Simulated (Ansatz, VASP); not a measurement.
One calculation of PbS, two programs

```
Pb S
1.0
     3.65366    0.00000    0.00000
     0.00000    3.65366    0.00000
     0.00000    0.00000    3.65366
Pb S
1 1
Cartesian
  0.0000 0.0000 0.0000
  1.8268 1.8268 1.8268
```

Alike in both runs: task single point; functional PBE; k mesh 4 × 4 × 4; occupations gaussian, width 0.1 eV; no spin polarisation.

```csv
,VASP,Ansatz
version,VASP 6.6.1,Ansatz 0.2.0
potentials or method,"VASP PAW PBE potentials, release 64 (Pb_d, S)","scalar-relativistic, plane waves, norm-conserving potentials"
plane-wave cutoff (eV),520,850
valence electrons in the cell,20,20
```

Ansatz gave:

* gap on the k mesh at the Fermi level (eV): none
* pressure (GPa): -0.5

Task: Which values does VASP return?

Result: gap on the k mesh at the Fermi level (eV): none; pressure (GPa): -0.6.

A gap of «none» marks a metal or a gap that the smearing closes. The functional is the same, so the differences come from potentials, cutoffs and numerics.

Caveats: the k mesh is coarse (spacing up to 0.43 Å⁻¹), so the values aren't converged. The runs have no spin-orbit coupling, so splittings on Pb are missing.
